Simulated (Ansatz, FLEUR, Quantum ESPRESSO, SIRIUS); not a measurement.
InP: programs and potentials compared

```
In P
1.0
     0.00000    2.93050    2.93050
     2.93050    0.00000    2.93050
     2.93050    2.93050    0.00000
In P
1 1
Direct
  0.00000 0.00000 0.00000
  0.75000 0.75000 0.75000
```

Alike in all runs: task equation of state; functional LDA; k mesh 8 × 8 × 8; occupations fermi-dirac, width 0.05 eV; no spin polarisation; no spin-orbit coupling. LDA stands for any of its common fits.

| program and potentials | plane-wave cutoff (eV) | notes | equilibrium volume (Å³/atom) | bulk modulus (GPa) |
| --- | --- | --- | --- | --- |
| Ansatz, Ansatz PAW | 420 | potentials made for PBE, which Ansatz adapts in part | 24.73 | 71.3 |
| SIRIUS, all-electron FP-LAPW, apw+lo standard | - | - | 24.72 | 72.2 |
| FLEUR, all-electron, FLAPW | - | - | 24.72 | 71.4 |
| Quantum ESPRESSO, PseudoDojo 0.4.1 SR LDA standard | 952 | - | 24.67 | 71.3 |

The equilibrium volume spans 24.67 (Quantum ESPRESSO, PseudoDojo 0.4.1 SR LDA standard) to 24.73 Å³/atom (Ansatz, Ansatz PAW), with all-electron results at 24.72. The bulk modulus spans 71.3 (Ansatz, Ansatz PAW) to 72.2 GPa (SIRIUS, all-electron FP-LAPW, apw+lo standard), with all-electron results at 71.4 to 72.2.

Differences between rows come from potentials, basis sets and numerical settings, since the functional is the same but for its coding. Runs on potential files found faulty are left out.
